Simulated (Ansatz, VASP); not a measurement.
# P: VASP beside Ansatz

```
P
1.0
     0.00000    1.92487    1.92487
     1.92487    0.00000    1.92487
     1.92487    1.92487    0.00000
P
1
Direct
  0.00000 0.00000 0.00000
```

Change from the starting cell: volume scaled by 0.98.

Alike in both runs: task single point; functional PBE; k mesh 20 × 20 × 20; occupations fermi-dirac, width 0.05 eV; no spin polarisation.

```csv
,VASP,Ansatz
version,VASP 6.6.1,Ansatz 0.2.0
potentials or method,"VASP PAW PBE potentials, release 64 (P), cutoff 520 eV","all-electron LAPW, scalar-relativistic"
```

```csv
,VASP,Ansatz,Ansatz less VASP
pressure (GPa),1.7,2.0,+0.24
```

Ansatz ran all-electron here, so the differences hold the error of VASP's frozen core and of both bases.
